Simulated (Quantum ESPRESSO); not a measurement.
Wanted: the native input for a Quantum ESPRESSO 7.5 run.

```
Task                : band structure
Functional          : PBEsol
Potentials or basis : GBRV 1.5 PBEsol
Cutoff              : 612 eV
Density cutoff      : 4898 eV
k mesh              : 12 × 12 × 6
Occupations         : fermi-dirac, width 0.05 eV
Spin                : no spin polarisation
Mixing beta         : 0.5
Most SCF iterations : 120
SCF threshold       : 8e-10 Ry
```

BN:

```
N B
1.0
     2.55394    0.00000    0.00000
    -1.27697    2.21178    0.00000
     0.00000    0.00000    4.22685
N B
2 2
Cartesian
  0.0000 1.4745 0.5295
  1.2770 0.7373 2.6430
  0.0000 1.4745 2.1123
  1.2770 0.7373 4.2257
```

Measurements of this composition are mostly on another form, of space group No. 194.

The input as run:

pw.in

```
&CONTROL
  calculation = 'scf'
  prefix = 'pwscf'
  outdir = './tmp'
  pseudo_dir = './pseudo'
  tprnfor = .true.
  tstress = .true.
  disk_io = 'low'
/
&SYSTEM
  ibrav = 0
  celldm(1) = 8
  nat = 4
  ntyp = 2
  ecutwfc = 45
  ecutrho = 360
  nbnd = 14
  occupations = 'smearing'
  smearing = 'fd'
  degauss = 0.00367493
/
&ELECTRONS
  conv_thr = 8d-10
  electron_maxstep = 120
  mixing_beta = 0.5
/
ATOMIC_SPECIES
N     14.0070 n_pbesol_v1.2.uspp.F.UPF
B     10.8100 b_pbesol_v1.4.uspp.F.UPF
CELL_PARAMETERS alat
  0.6032807982561   0.0000000000000   0.0000000000000
 -0.3016403991399   0.5224564969044   0.0000000000000
  0.0000000000000   0.0000000000000   0.9984497898131
ATOMIC_POSITIONS crystal
N      0.3333333333    0.6666666667    0.1252760000
N      0.6666666667    0.3333333333    0.6252760000
B      0.3333333333    0.6666666667    0.4997240000
B      0.6666666667    0.3333333333    0.9997240000
K_POINTS automatic
12 12 6 0 0 0
```

bands.in

```
&CONTROL
  calculation = 'bands'
  prefix = 'pwscf'
  outdir = './tmp'
  pseudo_dir = './pseudo'
  disk_io = 'low'
  verbosity = 'high'
/
&SYSTEM
  ibrav = 0
  celldm(1) = 8
  nat = 4
  ntyp = 2
  ecutwfc = 45
  ecutrho = 360
  nbnd = 14
  occupations = 'smearing'
  smearing = 'fd'
  degauss = 0.00367493
/
&ELECTRONS
  conv_thr = 1d-08
  electron_maxstep = 120
  mixing_beta = 0.5
  diago_full_acc = .true.
  startingwfc = 'random'
/
ATOMIC_SPECIES
N     14.0070 n_pbesol_v1.2.uspp.F.UPF
B     10.8100 b_pbesol_v1.4.uspp.F.UPF
CELL_PARAMETERS alat
  0.6032807982561   0.0000000000000   0.0000000000000
 -0.3016403991399   0.5224564969044   0.0000000000000
  0.0000000000000   0.0000000000000   0.9984497898131
ATOMIC_POSITIONS crystal
N      0.3333333333    0.6666666667    0.1252760000
N      0.6666666667    0.3333333333    0.6252760000
B      0.3333333333    0.6666666667    0.4997240000
B      0.6666666667    0.3333333333    0.9997240000
K_POINTS crystal
60
 0.0000000000  0.0000000000  0.0000000000 1
 0.0625000000  0.0000000000  0.0000000000 1
 0.1250000000  0.0000000000  0.0000000000 1
 0.1875000000  0.0000000000  0.0000000000 1
 0.2500000000  0.0000000000  0.0000000000 1
 0.3125000000  0.0000000000  0.0000000000 1
 0.3750000000  0.0000000000  0.0000000000 1
 0.4375000000  0.0000000000  0.0000000000 1
 0.5000000000  0.0000000000  0.0000000000 1
 0.4583333333  0.0833333333  0.0000000000 1
 0.4166666667  0.1666666667  0.0000000000 1
 0.3750000000  0.2500000000  0.0000000000 1
 0.3333333333  0.3333333333  0.0000000000 1
 0.2962962963  0.2962962963  0.0000000000 1
 0.2592592593  0.2592592593  0.0000000000 1
 0.2222222222  0.2222222222  0.0000000000 1
 0.1851851852  0.1851851852  0.0000000000 1
 0.1481481481  0.1481481481  0.0000000000 1
 0.1111111111  0.1111111111  0.0000000000 1
 0.0740740741  0.0740740741  0.0000000000 1
 0.0370370370  0.0370370370  0.0000000000 1
 0.0000000000  0.0000000000  0.0000000000 1
 0.0000000000  0.0000000000  0.1250000000 1
 0.0000000000  0.0000000000  0.2500000000 1
 0.0000000000  0.0000000000  0.3750000000 1
 0.0000000000  0.0000000000  0.5000000000 1
 0.0625000000  0.0000000000  0.5000000000 1
 0.1250000000  0.0000000000  0.5000000000 1
 0.1875000000  0.0000000000  0.5000000000 1
 0.2500000000  0.0000000000  0.5000000000 1
 0.3125000000  0.0000000000  0.5000000000 1
 0.3750000000  0.0000000000  0.5000000000 1
 0.4375000000  0.0000000000  0.5000000000 1
 0.5000000000  0.0000000000  0.5000000000 1
 0.4666666667  0.0666666667  0.5000000000 1
 0.4333333333  0.1333333333  0.5000000000 1
 0.4000000000  0.2000000000  0.5000000000 1
 0.3666666667  0.2666666667  0.5000000000 1
 0.3333333333  0.3333333333  0.5000000000 1
 0.3030303030  0.3030303030  0.5000000000 1
 0.2727272727  0.2727272727  0.5000000000 1
 0.2424242424  0.2424242424  0.5000000000 1
 0.2121212121  0.2121212121  0.5000000000 1
 0.1818181818  0.1818181818  0.5000000000 1
 0.1515151515  0.1515151515  0.5000000000 1
 0.1212121212  0.1212121212  0.5000000000 1
 0.0909090909  0.0909090909  0.5000000000 1
 0.0606060606  0.0606060606  0.5000000000 1
 0.0303030303  0.0303030303  0.5000000000 1
 0.0000000000  0.0000000000  0.5000000000 1
 0.5000000000  0.0000000000  0.5000000000 1
 0.5000000000  0.0000000000  0.3750000000 1
 0.5000000000  0.0000000000  0.2500000000 1
 0.5000000000  0.0000000000  0.1250000000 1
 0.5000000000  0.0000000000  0.0000000000 1
 0.3333333333  0.3333333333  0.0000000000 1
 0.3333333333  0.3333333333  0.1250000000 1
 0.3333333333  0.3333333333  0.2500000000 1
 0.3333333333  0.3333333333  0.3750000000 1
 0.3333333333  0.3333333333  0.5000000000 1
```

Potentials or basis: GBRV 1.5 PBEsol.

The run is started by

```console
$ OMP_NUM_THREADS=1 mpirun -n 2 pw.x -nk 2 -in pw.in > pw.out
$ OMP_NUM_THREADS=1 mpirun -n 2 pw.x -nk 2 -in bands.in > bands.out
```

It gave:

* Pressure: -5.4 GPa
* Largest force: 0.012 eV/Å
* Band gap on the k mesh: 4.97 eV, indirect (least direct gap 8.16 eV)
* Band gap along the path: 4.97 eV, indirect (least direct gap 8.14 eV)

Wall time 9.2 s on 2 MPI ranks on Intel(R) Xeon(R) 6975P-C (Granite Rapids) (shared host), peak memory 0.18 GiB a rank.
